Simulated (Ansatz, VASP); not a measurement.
**Two plane-wave programs on CaF2 (Fluorite)**

```
Ca F
1.0
     0.00000    2.71959    2.71959
     2.71959    0.00000    2.71959
     2.71959    2.71959    0.00000
Ca F
1 2
Direct
  0.00000 0.00000 0.00000
  0.25000 0.25000 0.25000
  0.75000 0.75000 0.75000
```

Alike in both runs: functional r2SCAN; k mesh 8 × 8 × 8; occupations gaussian, width 0.02 eV; no spin polarisation.

Ansatz relaxed the structure, and its values are those at the end. VASP's run is a single point on that final structure, the one shown.

|  | VASP | Ansatz |
| --- | --- | --- |
| version | VASP 6.6.1 | Ansatz 0.2.0 |
| potentials or method | VASP PAW PBE potentials, release 64 (Ca_sv, F) | scalar-relativistic, plane waves, PAW |
| plane-wave cutoff (eV) | 520 | 500 |
| valence electrons in the cell | 24 | 24 |

|  | VASP | Ansatz | Ansatz less VASP |
| --- | --- | --- | --- |
| gap on the k mesh at the Fermi level (eV) | 8.02 | 8.03 | +0.011 |
| least direct gap on the mesh (eV) | 8.28 | 8.29 | +0.012 |
| pressure (GPa) | 0.6 | 0.0 | -0.61 |

Caveats: the PAW data sets were made with another functional, which shifts forces and pressure a little (VASP). A k mesh can miss the band edges.
